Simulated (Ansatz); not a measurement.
A single-point calculation of BAs built on the h-MgO prototype (it has left that coordination) with the PAW code Ansatz, at the level r2SCAN. The cell was relaxed with r2SCAN and then strained (isotropic -1.23 % on every length), with the atoms relaxed again with r2SCAN; k points keep the names of the unstrained zone.

Input (YAML):
```yaml
crystal:
  lattice:
    - [3.3244573618, 0.0, 0.0]
    - [-1.6622286809, 2.8790645291, 0.0]
    - [0.0, 0.0, 8.6370288605]
  atoms:
    - { symbol: B, position: [0.3333333333, 0.6666666667, 0.25] }
    - { symbol: B, position: [0.6666666667, 0.3333333333, 0.75] }
    - { symbol: As, position: [0.6666666667, 0.3333333333, 0.25] }
    - { symbol: As, position: [0.3333333333, 0.6666666667, 0.75] }
kpoints:
  mp_grid: { grid: [12, 12, 4] }
  band_path:
    path:
      - [0.0, 0.0, 0.0]
      - [0.5, 0.0, 0.0]
      - [0.3333333333, 0.3333333333, 0.0]
      - [0.0, 0.0, 0.5]
      - [0.5, 0.0, 0.5]
      - [0.3333333333, 0.3333333333, 0.5]
      - [0.3666666667, 0.2666666667, 0.0]
      - [0.30599, 0.30599, 0.0]
    npoints: 1
hamiltonian:
  xc: r2scan
scf:
  occupations: { method: fixed }
  n_extra_bands: 5
output:
  forces: true
  stress: true
  eigenvalues: true
```

Command: `ansatz run input.yaml --threads 4 --pin off --max-ram 3686MiB --backend cpu --events-out ev --progress --plain --runs-dir out`.

Problem. It took 1.6 s on 4 threads of AMD EPYC 9R45 96-Core Processor (Zen 5), on a shared host. What peak of host memory did it reach?

Solution. About 0.66 GiB.

The log, with set-up remarks and timings taken out:
```
Functional definition: r2SCAN
Crystal: 4 atoms, lattice volume = 82.668 Å³
Basis set: ecut = 500 eV, 2047 PW (Γ)
Bands: 23, of which v1, the nominal top of the filled ones, is band 18 counted from 1 (17 counted from 0)
Symmetry: 24 space group operations
Space group: P63/mmc (ITA 194)
k-points: 57 of 576
preconditioner: auto → Resta (q_TF=auto, 2.375 Å⁻¹)  ε∞=3.2  [insulator: Δε(μ)=0.980 eV  ℏωp=16.3 eV]
SCF 1 converged in 6 iterations: F = -10041.035907 eV  dr2 = 7.28e-8
NSCF: frozen V_eff on 8 k-points
SCF converged after 6 iterations
Free energy (F): -10041.035907 eV
Fermi energy:    5.192948 eV
--- Per-component energies (eV) ---
  E_band       = -639.387559
  E_kinetic    = 301.374486
  E_local      = -4759.507256
  E_nonlocal   = -1314.554532
  E_hartree    = 2469.364223
  E_xc         = -209.349363
  E_vxc        = -249.148438
  E_paw        = -3857.952805
  E_vpaw       = 430.715687
  E_vtau       = 13.012374
  E_ewald      = -2667.458945
  E_core_change = -2.951700
--- Forces (eV/Å), atoms counted from 1 ---
  atom   1  B       0.00000      0.00000      0.00000
  atom   2  B       0.00000      0.00000      0.00000
  atom   3  As      0.00000      0.00000      0.00000
  atom   4  As      0.00000      0.00000      0.00000
--- Stress (GPa, compression-positive) ---
        5.174754       0.000000       0.000000
        0.000000       5.174754       0.000000
        0.000000       0.000000       0.081418
  P = ⅓ Tr σ = 3.4770 GPa (34.770 kbar)
--- Band table (eV; the first three rows and the last of 57) ---
  k-point 0: bands = […, 0.2965, 1.5560, 3.6788, 3.6788, 3.7157, 3.7157, 8.7457, 9.9729, 10.2555, 10.4931, …]
  k-point 1: bands = […, 0.4503, 1.3304, 3.6841, 3.6841, 3.7102, 3.7102, 9.2534, 9.9942, 10.2483, 10.5065, …]
  k-point 2: bands = […, 0.8564, 0.8564, 3.6971, 3.6971, 3.6971, 3.6971, 9.9996, 9.9996, 10.5393, 10.5393, …]
  k-point 56: bands = […, -3.2861, -3.2861, -1.2463, -1.2463, 5.1929, 5.1929, 6.1141, 6.1141, 11.7477, 11.7477, …]
```

The rows of the band table are 0: (0, 0, 0) = Γ, 1: (0, 0, 1/4), 2: (0, 0, -1/2) = A, 56: (1/3, 1/3, -1/2) = H.

bands.tsv, columns around the gap (it counts bands from 0):
```tsv
# k_distance	band_13	band_14	band_15	band_16	band_17	band_18	band_19	band_20	band_21
# fermi_ev = 5.192948
# [0, 0, 0] at k_distance = 0.000000
# [0.5, 0, 0] at k_distance = 1.091185
# [0.3333333333, 0.3333333333, 0] at k_distance = 1.721181
# [0, 0, 0.5] at k_distance = 3.032625
# [0.5, 0, 0.5] at k_distance = 4.123810
# [0.3333333333, 0.3333333333, 0.5] at k_distance = 4.753806
# [0.3666666667, 0.2666666667, 0] at k_distance = 5.138746
# [0.30599, 0.30599, 0] at k_distance = 5.255089
# levels_relative_to = fermi_ev
0.000	-3.637	-1.514	-1.514	-1.477	-1.477	3.553	4.780	5.063	5.300
1.091	-8.800	-3.822	-3.773	-1.593	-0.605	1.089	2.319	2.952	3.157
1.721	-8.477	-6.485	-6.392	-0.187	-0.187	1.200	1.200	5.728	7.381
3.033	-4.337	-1.496	-1.496	-1.496	-1.496	4.807	4.807	5.346	5.346
4.124	-8.833	-3.798	-3.798	-1.132	-1.132	1.608	1.608	3.052	3.052
4.754	-8.479	-6.439	-6.439	0.000	0.000	0.921	0.921	6.555	6.555
5.139	-8.472	-6.257	-6.168	-0.655	0.033	0.951	1.647	5.928	6.962
5.255	-8.414	-6.357	-6.266	-0.651	0.052	0.974	1.646	5.846	7.178
```
In order the rows are Γ, M, K, A, L, H, (0.367, 0.267, 0), Γ–K (0.92).

With r2SCAN the valence top lies at Γ–K (0.92 of the way from Γ) and the conduction bottom at H, 0.87 eV higher; the smallest vertical gap, at k = (0.367, 0.267, 0), is 0.92 eV. With the atoms held, the mean pressure is +3.48 GPa (compression positive).

The calculation is spin-unpolarised, and the structure need not be a phase that has been made.

Spin-orbit coupling is left out.
